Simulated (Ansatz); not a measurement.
## Structure relaxation of ZnO2

Method: Ansatz 0.2.0, DFT r2SCAN, scalar-relativistic, plane waves, PAW.

The start is a database structure of ZnO2, space group Pa-3 (No. 205).

Input of the last, converged step (default PAW datasets):

```yaml
crystal:
  lattice:
    - [4.8690756061, 0.0, 0.0]
    - [0.0, 4.8690756061, 0.0]
    - [0.0, 0.0, 4.8690756061]
  atoms:
    - { symbol: Zn, position: [0.0, 0.5, 0.5] }
    - { symbol: Zn, position: [0.5, 0.5, 0.0] }
    - { symbol: Zn, position: [0.5, 0.0, 0.5] }
    - { symbol: Zn, position: [0.0, 0.0, 0.0] }
    - { symbol: O, position: [0.4121493816, 0.0878506184, 0.9121493816] }
    - { symbol: O, position: [0.0878506184, 0.9121493816, 0.4121493816] }
    - { symbol: O, position: [0.9121493816, 0.4121493816, 0.0878506184] }
    - { symbol: O, position: [0.5878506184, 0.5878506184, 0.5878506184] }
    - { symbol: O, position: [0.4121493816, 0.4121493816, 0.4121493816] }
    - { symbol: O, position: [0.0878506184, 0.5878506184, 0.9121493816] }
    - { symbol: O, position: [0.9121493816, 0.0878506184, 0.5878506184] }
    - { symbol: O, position: [0.5878506184, 0.9121493816, 0.0878506184] }
basis:
  ecutwfc: 500
kpoints:
  mp_grid: { grid: [6, 6, 6] }
hamiltonian:
  xc: r2scan
scf:
  occupations: { method: gaussian, width: 0.02 }
output:
  forces: true
  stress: true
  eigenvalues: true
relax:
  adjacent_minimum: "off"
  f_tol: 0.01
  max_steps: 80
  cell: { stress_tol: 0.05 }
```

Launched as:

```bash
ansatz run input.yaml --threads 1 --pin off --max-ram 3072MiB --backend cpu --events-out ev --progress --plain --runs-dir out
```

It took 75 s on 1 thread of Arm Neoverse V2, on a shared host, peak memory 0.65 GiB.

The program printed at the end:

```
SCF converged after 5 iterations
Free energy (F): -17841.192572 eV
Harris-Foulkes:  -17841.192572 eV  (|F-HF|=3.64e-12)
Internal energy: -17841.192572 eV  (E = F + TS)
E sigma→0 (E₀):  -17841.192572 eV
Fermi energy:    9.992380 eV
--- Per-component energies (eV) ---
  E_band       = 108.513261
  E_kinetic    = 1919.675615
  E_local      = -8588.282422  (includes V_loc(G=0)·N_el)
  E_nonlocal   = 2887.230262
  E_hartree    = 3424.408650
  E_xc         = -1071.798714
  E_vxc        = -1044.417030  (∫ρ·V_xc dr)
  E_paw        = -8704.386647  (= ΣΔE_a)
  E_vpaw       = -1979.299325  (= ΣTr[D̂ρ^β])
  E_aug_tail   = 0.007663  (compensation charges beyond the density's cutoff)
  E_vtau       = 64.780751  (kinetic-family band-sum trace: ∫τ·v_τ [+ j·A + Jᵃ·Aᵃ] dr)
  E_ewald      = -7707.060977
  E_core_change = -0.986002  (= ΣΔE_core)
  E_smearing   =  0.000000  (= −TS)
  E_closure    = 0.000000  (closes the sum)
  Σ components = -17841.192572   (vs F -17841.192572, Δ=0.00e0)
--- Forces (eV/Å), atoms counted from 1 ---
  atom   1  Zn     0.00000000     0.00000000     0.00000000
  atom   2  Zn     0.00000000     0.00000000     0.00000000
  atom   3  Zn     0.00000000     0.00000000     0.00000000
  atom   4  Zn     0.00000000     0.00000000     0.00000000
  atom   5  O      0.00118247    -0.00118247     0.00118247
  atom   6  O     -0.00118247     0.00118247     0.00118247
  atom   7  O      0.00118247     0.00118247    -0.00118247
  atom   8  O     -0.00118247    -0.00118247    -0.00118247
  atom   9  O      0.00118247     0.00118247     0.00118247
  atom  10  O     -0.00118247    -0.00118247     0.00118247
  atom  11  O      0.00118247    -0.00118247    -0.00118247
  atom  12  O     -0.00118247     0.00118247    -0.00118247
  max |Σ_I F_I| component: 8.89e-18 eV/Å
--- Stress (GPa, compression-positive) ---
       -0.007301       0.000000       0.000000
        0.000000      -0.007301       0.000000
        0.000000       0.000000      -0.007301
  P = ⅓ Tr σ = -0.0073 GPa (-0.073 kbar)
--- Relaxed structure (3 steps of the walk, 3 accepted, 1 SCFs on fresh bases) ---
  F+E_penalty+E_count = -17841.19257151 eV   max|allowed force component| = 1.182e-3 eV/Å   (the final SCF, on the basis selected at the relaxed cell)
  cell:  # Å, volume = 115.6908 Å³
    - [4.872662, 0.000000, 0.0]
    - [0.000000, 4.872662, 0.0]
    - [0.0, 0.0, 4.872662]
  atoms:
    - { symbol: Zn, position: [0.000000, 0.500000, 0.500000] }
    - { symbol: Zn, position: [0.500000, 0.500000, 0.000000] }
    - { symbol: Zn, position: [0.500000, 0.000000, 0.500000] }
    - { symbol: Zn, position: [0.000000, 0.000000, 0.000000] }
    - { symbol: O, position: [0.412233, 0.087767, 0.912233] }
    - { symbol: O, position: [0.087767, 0.912233, 0.412233] }
    - { symbol: O, position: [0.912233, 0.412233, 0.087767] }
    - { symbol: O, position: [0.587767, 0.587767, 0.587767] }
    - { symbol: O, position: [0.412233, 0.412233, 0.412233] }
    - { symbol: O, position: [0.087767, 0.587767, 0.912233] }
    - { symbol: O, position: [0.912233, 0.087767, 0.587767] }
    - { symbol: O, position: [0.587767, 0.912233, 0.087767] }
```

Absolute energies hang on the potentials; compare differences alone.

The result has space group Pa-3 (No. 205). Zn is coordinated by 6 O at 2.10 Å; around O lie 1 O at 1.48 Å.

Against the elements it lies at -0.887 eV/atom. Formation energies are uncorrected and refer to the elements' standard structures at the same level (O₂ as a molecule).

A structure relaxed within its symmetry needn't be a true minimum.